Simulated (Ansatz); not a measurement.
ZrC: density of states with LDA+U

The system is ZrC.

```
Zr C
1.0
     0.00000    2.36500    2.36500
     2.36500    0.00000    2.36500
     2.36500    2.36500    0.00000
Zr C
1 1
Direct
  0.50000 0.50000 0.50000
  0.00000 0.00000 0.00000
```

```
Program                  : Ansatz 0.2.0
Task                     : density of states
Functional               : LDA
Potentials or basis      : all-electron LAPW, point nuclei
Cutoff                   : 233 eV (chosen from the basis error)
Basis error allowed      : 0.002 eV/atom
k mesh                   : 10 × 10 × 10
Occupations              : fermi-dirac, width 0.05 eV
Spin                     : no spin polarisation
Hubbard terms            : Zr d U = 1 eV
Start of the occupations : auto
Double counting          : fll
Hubbard projectors       : atomic
Basis xc grid            : 4
```

```
Pressure               : -12.6 GPa
Band gap on the k mesh : none (metal or under the smearing width)
```

Levels at points of the mesh, in eV from the Fermi level:
| k point | band 14 | band 15 | band 16 | band 17 | band 18 | band 19 | band 20 | band 21 | band 22 |
| --- | --- | --- | --- | --- | --- | --- | --- | --- | --- |
| (0.00, 0.00, 0.00) | -25.79 | -11.12 | 0.93 | 0.93 | 0.93 | 1.07 | 1.07 | 1.07 | 2.65 |
| (0.00, 0.00, -0.50) | -25.87 | -8.05 | -5.18 | -2.95 | -2.95 | 4.38 | 4.38 | 5.18 | 6.46 |
| (0.00, -0.50, -0.50) | -26.07 | -10.08 | -2.07 | -1.68 | 0.04 | 0.04 | 4.27 | 5.52 | 5.52 |

States per cell in windows of 1 eV (zero at the Fermi level; states under -8 eV left out):
```csv
from (eV),total
-8.0,0.00
-7.0,0.00
-6.0,0.01
-5.0,0.52
-4.0,1.02
-3.0,2.87
-2.0,1.22
-1.0,0.37
0.0,0.37
1.0,0.65
2.0,0.95
3.0,1.26
4.0,2.10
5.0,1.44
6.0,0.72
```

Wall time 4.6 s on 1 thread of Intel(R) Xeon(R) 6975P-C (Granite Rapids), on a shared host, peak memory 0.32 GiB.

Caveat: U is the effective U less J, on atomic orbitals that reach past the spheres; U without spin polarisation on a metal has little footing; the U is typed as a test and isn't derived for this compound.
